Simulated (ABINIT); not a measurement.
# Cd (Im-3m) in ABINIT: reference runs

How does Cd come out in PBE? The cell is run as given and disturbed.

All numbers are computed with ABINIT 10.8.3 (patched build); they aren't measurements. Logs are shortened: lines on timing, memory, paths and dates and some standing lists are left out, and cuts for length are marked. The log counts tension as positive stress, the text compression.

**1. Starting point**

It takes space group Im-3m (No. 229, cubic). Conventional cell: a = 3.569 Å, b = 3.569 Å, c = 3.569 Å, α = 90.00°, β = 90.00°, γ = 90.00°. Cd (site symmetry m-3m) has 8 Cd at 3.09 Å as nearest neighbours.

This isn't the form of Cd at room conditions, which is hcp.

**2. Single point, PBE**

Contents of run.abi:

```
# Pseudopotentials
pp_dirpath "./"
pseudos "Cd.GGA_PBE-JTH.xml"

# Structure
structure "poscar:POSCAR"
natom 1

# Plane-wave basis
ecut 22.0
pawecutdg 44.0

# k points
kptopt 1
ngkpt 10 10 10
nshiftk 1
shiftk 0.0 0.0 0.0

# Exchange and correlation
ixc 11

# Bands and occupations
nband 10
occopt 3
tsmear 0.05 eV

# SCF cycle
nstep 100
tolvrs 1.0e-9

# Output
iomode 3
prtwf 0
prtden 0
prteig 0
prtebands 0
enunit 2
```

Contents of POSCAR:

```
Cd
1.0
   -1.7843220000      1.7843220000      1.7843220000
    1.7843220000     -1.7843220000      1.7843220000
    1.7843220000      1.7843220000     -1.7843220000
Cd
1
Direct
    0.0000000000      0.0000000000      0.0000000000  Cd
```

Potentials or basis: JTH PAW PBE v2.0.

Launch:

```bash
abinit run.abi > log 2>&1
```

run.abo:

```text
.Version 10.8.3 of ABINIT
 Symmetries : space group Im -3 m (#229); Bravais cI (body-center cubic)
================================================================================
 Values of the parameters that define the memory need of the present run
     intxc =       0    ionmov =       0      iscf =      17    lmnmax =      18
     lnmax =       6     mgfft =      27  mpssoang =       3    mqgrid =    3001
     natom =       1  nloc_mem =       2    nspden =       1   nspinor =       1
    nsppol =       1      nsym =      48    n1xccc =       1    ntypat =       1
    occopt =       3   xclevel =       2
       mpw =         766          nfft =       19683          nkpt =          47
 PAW method is used; the additional fine FFT grid is defined by:
   mgfftf=        36    nfftf =     46656
================================================================================
================================================================================

--------------------------------------------------------------------------------
------------- Echo of variables that govern the present computation ------------
--------------------------------------------------------------------------------
 -outvars: echo values of preprocessed input variables --------
            acell      1.0000000000E+00  1.0000000000E+00  1.0000000000E+00 Bohr
              amu      1.12411000E+02
             ecut      2.20000000E+01 Hartree
           enunit           2
              ixc          11
         kptrlatt       10    0    0      0   10    0      0    0   10
          kptrlen      5.84026730E+01
            natom           1
            nband          10
            ngfft          27      27      27
          ngfftdg          36      36      36
             nkpt          47
            nstep         100
             nsym          48
           ntypat           1
           occopt           3
        pawecutdg      4.40000000E+01 Hartree
         pawxcdev           0
           prtden           0
        prtebands           0
           prteig           0
            prtwf           0
            rprim     -3.3718799004E+00  3.3718799004E+00  3.3718799004E+00
                       3.3718799004E+00 -3.3718799004E+00  3.3718799004E+00
                       3.3718799004E+00  3.3718799004E+00 -3.3718799004E+00
          spgroup         229
           tolvrs      1.00000000E-09
           tsmear      1.83746611E-03 Hartree
            typat      1
           useylm           1
            znucl       48.00000

================================================================================

 chkinp: Checking input parameters for consistency.

================================================================================
== DATASET  1 ==================================================================

--- !DatasetInfo
iteration_state: {dtset: 1, }
dimensions: {natom: 1, nkpt: 47, mband: 10, nsppol: 1, nspinor: 1, nspden: 1, mpw: 766, }
cutoff_energies: {ecut:  22.0, pawecutdg:  44.0, }
[... 120 lines left out ...]
    1       0.000000000000      0.000000000000      0.000000000000

 cartesian coordinates (angstrom) at end:
    1      0.00000000000000     0.00000000000000     0.00000000000000

 cartesian forces (hartree/bohr) at end:
    1     -0.00000000000000    -0.00000000000000    -0.00000000000000
 frms,max,avg= 0.0000000E+00 0.0000000E+00   0.000E+00  0.000E+00  0.000E+00 h/b

 cartesian forces (eV/Angstrom) at end:
    1     -0.00000000000000    -0.00000000000000    -0.00000000000000
 frms,max,avg= 0.0000000E+00 0.0000000E+00   0.000E+00  0.000E+00  0.000E+00 e/A
 length scales=  1.000000000000  1.000000000000  1.000000000000 bohr
              =  0.529177210544  0.529177210544  0.529177210544 angstroms
 Fermi (or HOMO) energy (hartree) =   0.26117   Average Vxc (hartree)=  -0.37217
 Eigenvalues (hartree) for nkpt=  47  k points:
 kpt#   1, nband= 10, wtk=  0.00100, kpt=  0.0000  0.0000  0.0000 (reduced coord)
  -0.08088   -0.08088   -0.08088   -0.05886   -0.05886   -0.05821    0.72272    0.79930
   0.79930    0.79930
      occupation numbers for kpt#   1
   2.00000    2.00000    2.00000    2.00000    2.00000    2.00000    0.00000    0.00000
   0.00000    0.00000
 prteigrs : prtvol=0 or 1, do not print more k-points.

 Fermi (or HOMO) energy (eV) =   7.10676   Average Vxc (eV)= -10.12730
 Eigenvalues (   eV  ) for nkpt=  47  k points:
 kpt#   1, nband= 10, wtk=  0.00100, kpt=  0.0000  0.0000  0.0000 (reduced coord)
  -2.20087   -2.20087   -2.20087   -1.60180   -1.60180   -1.58404   19.66627   21.75015
  21.75015   21.75015
 prteigrs : prtvol=0 or 1, do not print more k-points.

--- !EnergyTerms
iteration_state     : {dtset: 1, }
comment             : Components of total free energy in Hartree
kinetic             :  1.27745859760922E+01
hartree             :  8.88895047198307E+00
xc                  : -3.22256048728294E+00
Ewald energy        : -3.88544100178550E+01
psp_core            :  2.02160150449343E+00
local_psp           : -3.01528400043125E+01
PAW spherical_terms :  9.94973668432868E-01
internal            : -4.75496988884488E+01
'-kT*entropy'       : -2.14544799697702E-04
total_energy        : -4.75499134332485E+01
total_energy_eV     : -1.29389906039509E+03
...

--- !EnergyTermsDC
iteration_state     : {dtset: 1, }
comment             : '"Double-counting" decomposition of free energy'
band_energy         : -4.38704743574662E-01
Ewald energy        : -3.88544100178550E+01
psp_core            :  2.02160150449343E+00
xc_dc               : -8.19589230534638E+00
PAW spherical_terms : -2.08229047465845E+00
internal            : -4.75496960369410E+01
'-kT*entropy'       : -2.14544799697702E-04
total_energy_dc     : -4.75499105817407E+01
total_energy_dc_eV  : -1.29389898280161E+03
...

--- !EnergyTermsWithPAWCore
iteration_state     : {dtset: 1, }
comment             : 'Components of total free energy, including PAW core contributions'
Total energy        : -5.59467631092348E+03
Total energy DC     : -5.59467630807197E+03
Total energy (eV)   : -1.52238898017779E+05
Total energy DC (eV): -1.52238897940186E+05
...

 Cartesian components of stress tensor (hartree/bohr^3)
  sigma(1 1)= -3.93265137E-05  sigma(3 2)=  0.00000000E+00
  sigma(2 2)= -3.93265137E-05  sigma(3 1)=  0.00000000E+00
  sigma(3 3)= -3.93265137E-05  sigma(2 1)=  0.00000000E+00

-Cartesian components of stress tensor (GPa)         [Pressure=  1.1570E+00 GPa]
- sigma(1 1)= -1.15702598E+00  sigma(3 2)=  0.00000000E+00
- sigma(2 2)= -1.15702598E+00  sigma(3 1)=  0.00000000E+00
- sigma(3 3)= -1.15702598E+00  sigma(2 1)=  0.00000000E+00

== END DATASET(S) ==============================================================
================================================================================

 -outvars: echo values of variables after computation  --------
            acell      1.0000000000E+00  1.0000000000E+00  1.0000000000E+00 Bohr
           etotal     -4.7549910582E+01
            fcart     -0.0000000000E+00 -0.0000000000E+00 -0.0000000000E+00
            rprim     -3.3718799004E+00  3.3718799004E+00  3.3718799004E+00
                       3.3718799004E+00 -3.3718799004E+00  3.3718799004E+00
                       3.3718799004E+00  3.3718799004E+00 -3.3718799004E+00
           strten     -3.9326513692E-05 -3.9326513692E-05 -3.9326513692E-05
                       0.0000000000E+00  0.0000000000E+00  0.0000000000E+00
 Calculation completed.
```

Run time: 21 s. Hardware: 1 thread of Arm Neoverse V2, shared host; peak memory 0.11 GiB.

What came out:

- Free energy: -1293.8990 eV
- Pressure: 1.2 GPa
- Band gap on the k mesh: none (metal or under the smearing width)
- Valence electrons inside the program's atomic spheres: Cd 10.42 (radii [1.3242] Å)

**3. Single point, PBE (cell strained at random at fixed volume)**

Contents of run.abi:

```
pp_dirpath "./"
pseudos "Cd.GGA_PBE-JTH.xml"

acell 3*1.0
rprim
    -3.4279046086     3.4310056491     3.4416145716
     3.4032172265    -3.4261603913     3.4120819317
     3.2750219856     3.2732758787    -3.4367693138
ntypat 1
znucl 48
natom 1
typat 1
xcart
     0.0086222361     0.0906713159    -0.1135894273
chkprim 0
chksymtnons 0
tolsym 1.0e-6

ecut 22.0
pawecutdg 44.0

kptopt 1
ngkpt 10 10 10
nshiftk 1
shiftk 0.0 0.0 0.0

ixc 11

nband 10
occopt 3
tsmear 0.05 eV

nstep 100
tolvrs 1.0e-9

iomode 3
prtwf 0
prtden 0
prteig 0
prtebands 0
```

Potentials or basis: JTH PAW PBE v2.0.

Launch:

```bash
abinit run.abi > log 2>&1
```

run.abo:

```text
.Version 10.8.3 of ABINIT
 Symmetries : space group P-1 (#  2); Bravais aP (primitive triclinic)
================================================================================
 Values of the parameters that define the memory need of the present run
     intxc =       0    ionmov =       0      iscf =      17    lmnmax =      18
     lnmax =       6     mgfft =      27  mpssoang =       3    mqgrid =    3001
     natom =       1  nloc_mem =       2    nspden =       1   nspinor =       1
    nsppol =       1      nsym =       2    n1xccc =       1    ntypat =       1
    occopt =       3   xclevel =       2
       mpw =         775          nfft =       19683          nkpt =         504
 PAW method is used; the additional fine FFT grid is defined by:
   mgfftf=        36    nfftf =     46656
================================================================================
================================================================================

--------------------------------------------------------------------------------
------------- Echo of variables that govern the present computation ------------
--------------------------------------------------------------------------------
 -outvars: echo values of preprocessed input variables --------
            acell      1.0000000000E+00  1.0000000000E+00  1.0000000000E+00 Bohr
              amu      1.12411000E+02
          chkprim           0
      chksymtnons           0
             ecut      2.20000000E+01 Hartree
                       outvar_i_n : Printing only first  50 k-points.
              ixc          11
                       outvar_i_n : Printing only first  50 k-points.
         kptrlatt       10    0    0      0   10    0      0    0   10
          kptrlen      5.74335657E+01
            natom           1
            nband          10
            ngfft          27      27      27
          ngfftdg          36      36      36
             nkpt         504
            nstep         100
             nsym           2
           ntypat           1
                       prtocc : prtvol=0, do not print more k-points.
           occopt           3
        pawecutdg      4.40000000E+01 Hartree
         pawxcdev           0
           prtden           0
        prtebands           0
           prteig           0
            prtwf           0
            rprim     -3.4279046086E+00  3.4310056491E+00  3.4416145716E+00
                       3.4032172265E+00 -3.4261603913E+00  3.4120819317E+00
                       3.2750219856E+00  3.2732758787E+00 -3.4367693138E+00
          spgroup           2
[... 151 lines left out ...]
 length scales=  1.000000000000  1.000000000000  1.000000000000 bohr
              =  0.529177210544  0.529177210544  0.529177210544 angstroms
 Fermi (or HOMO) energy (hartree) =   0.25877   Average Vxc (hartree)=  -0.37213
 Eigenvalues (hartree) for nkpt= 504  k points:
 kpt#   1, nband= 10, wtk=  0.00100, kpt=  0.0000  0.0000  0.0000 (reduced coord)
  -0.08493   -0.08028   -0.07818   -0.05974   -0.05818   -0.05775    0.72173    0.78558
   0.79066    0.80225
      occupation numbers for kpt#   1
   2.00000    2.00000    2.00000    2.00000    2.00000    2.00000    0.00000    0.00000
   0.00000    0.00000
 prteigrs : prtvol=0 or 1, do not print more k-points.

--- !EnergyTerms
iteration_state     : {dtset: 1, }
comment             : Components of total free energy in Hartree
kinetic             :  1.27743628272471E+01
hartree             :  8.89607864755009E+00
xc                  : -3.22285316415165E+00
Ewald energy        : -3.88461063471048E+01
psp_core            :  2.02160119121627E+00
local_psp           : -3.01682061499361E+01
PAW spherical_terms :  9.95271685777294E-01
internal            : -4.75498513094017E+01
'-kT*entropy'       : -1.35727883934898E-04
total_energy        : -4.75499870372857E+01
total_energy_eV     : -1.29390106326297E+03
...

--- !EnergyTermsDC
iteration_state     : {dtset: 1, }
comment             : '"Double-counting" decomposition of free energy'
band_energy         : -4.40026570004964E-01
Ewald energy        : -3.88461063471048E+01
psp_core            :  2.02160119121627E+00
xc_dc               : -8.20292231876714E+00
PAW spherical_terms : -2.08237959027995E+00
internal            : -4.75498336349405E+01
'-kT*entropy'       : -1.35727883934898E-04
total_energy_dc     : -4.75499693628245E+01
total_energy_dc_eV  : -1.29390058231638E+03
...

--- !EnergyTermsWithPAWCore
iteration_state     : {dtset: 1, }
comment             : 'Components of total free energy, including PAW core contributions'
Total energy        : -5.59467638452752E+03
Total energy DC     : -5.59467636685306E+03
Total energy (eV)   : -1.52238900020647E+05
Total energy DC (eV): -1.52238899539700E+05
...

 Cartesian components of stress tensor (hartree/bohr^3)
  sigma(1 1)= -3.91040305E-05  sigma(3 2)= -2.59098197E-06
  sigma(2 2)= -4.01830179E-05  sigma(3 1)=  3.27843902E-06
  sigma(3 3)= -4.24989425E-05  sigma(2 1)= -7.21563125E-06

-Cartesian components of stress tensor (GPa)         [Pressure=  1.1944E+00 GPa]
- sigma(1 1)= -1.15048030E+00  sigma(3 2)= -7.62293214E-02
- sigma(2 2)= -1.18222520E+00  sigma(3 1)=  9.64550060E-02
- sigma(3 3)= -1.25036206E+00  sigma(2 1)= -2.12291201E-01

== END DATASET(S) ==============================================================
================================================================================

 -outvars: echo values of variables after computation  --------
            acell      1.0000000000E+00  1.0000000000E+00  1.0000000000E+00 Bohr
           etotal     -4.7549969363E+01
            fcart     -0.0000000000E+00 -0.0000000000E+00 -0.0000000000E+00
            rprim     -3.4279046086E+00  3.4310056491E+00  3.4416145716E+00
                       3.4032172265E+00 -3.4261603913E+00  3.4120819317E+00
                       3.2750219856E+00  3.2732758787E+00 -3.4367693138E+00
           strten     -3.9104030507E-05 -4.0183017870E-05 -4.2498942470E-05
                      -2.5909819708E-06  3.2784390182E-06 -7.2156312492E-06
           xangst      4.5626908480E-03  4.7981194024E-02 -6.0108936286E-02
             xred     -3.0060000031E-03 -1.5036999998E-02  1.5112000005E-02
 Calculation completed.
```

It took 3 min on 1 thread of Arm Neoverse V2, shared host; peak memory 0.25 GiB.

What came out:

```yaml
Free_energy: -1293.9006 eV
Pressure: 1.2 GPa
Band_gap_on_the_k_mesh: none (metal or under the smearing width)
Valence_electrons_inside_the_program's_atomic_spheres: Cd 10.42 (radii [1.3242] Å)
```

**4. Equation of state, PBE**

Contents of run.abi:

```
# Datasets: one volume each
ndtset 7
getwfk -1
scalecart1 3*0.9795861087
scalecart2 3*0.9864848297
scalecart3 3*0.9932883884
scalecart4 3*1.0000000000
scalecart5 3*1.0066227096
scalecart6 3*1.0131594038
scalecart7 3*1.0196128224

# Pseudopotentials
pp_dirpath "./"
pseudos "Cd.GGA_PBE-JTH.xml"

# Structure
acell 3.0905363611 3.0905363611 3.0905363611 Angstrom
rprim
    -0.5773502692     0.5773502692     0.5773502692
     0.5773502692    -0.5773502692     0.5773502692
     0.5773502692     0.5773502692    -0.5773502692
ntypat 1
znucl 48
natom 1
typat 1
xred
     0.0000000000     0.0000000000     0.0000000000

# Plane-wave basis
ecut 598.650497 eV
pawecutdg 44.0

# k points
kptopt 1
ngkpt 10 10 10
nshiftk 1
shiftk 0.0 0.0 0.0

# Exchange and correlation
ixc 11

# Bands and occupations
nband 10
occopt 3
tsmear 0.00183747

# SCF cycle
nstep 100
tolvrs 1.0e-9

# Output
iomode 3
prtwf 1
prtden 0
prteig 0
prtebands 0
```

Launch:

```bash
abinit run.abi > log 2>&1
```

It took 57 s on 1 thread of Arm Neoverse V2, shared host; peak memory 0.14 GiB.

The run converged. Its results:

- Equilibrium volume: 23.46 Å³/atom
- Bulk modulus: 33 GPa
- Pressure derivative of the bulk modulus: 6.1 (rough: it moves with the points fitted)

Energy against volume, from the lowest point:
```
volume (Å³/atom)  energy (meV/atom)
          21.360              24.30
          21.815              14.13
          22.269               7.05
          22.724               2.54
          23.178               0.28
          23.633               0.00
          24.087               1.53
```

Caveat: pressures at fixed basis lie under the slope of the energies.

**5. Summary**

```tsv
task	cell	gap on the mesh (eV)	pressure (GPa)
single point	as given	none	1.2
single point	cell strained at random at fixed volume	none	1.2
equation of state	as given	-	-
```

Alike in all rows: level PBE; potentials or basis JTH PAW PBE v2.0; no spin polarisation; k mesh 10 × 10 × 10; cutoff (eV) 599; smearing fermi-dirac 0.05 eV.

Caveats: pressures at fixed basis lie under the slope of the energies (some runs).

Total energies depend on the potentials used, so only differences within one code and one set of settings carry meaning.
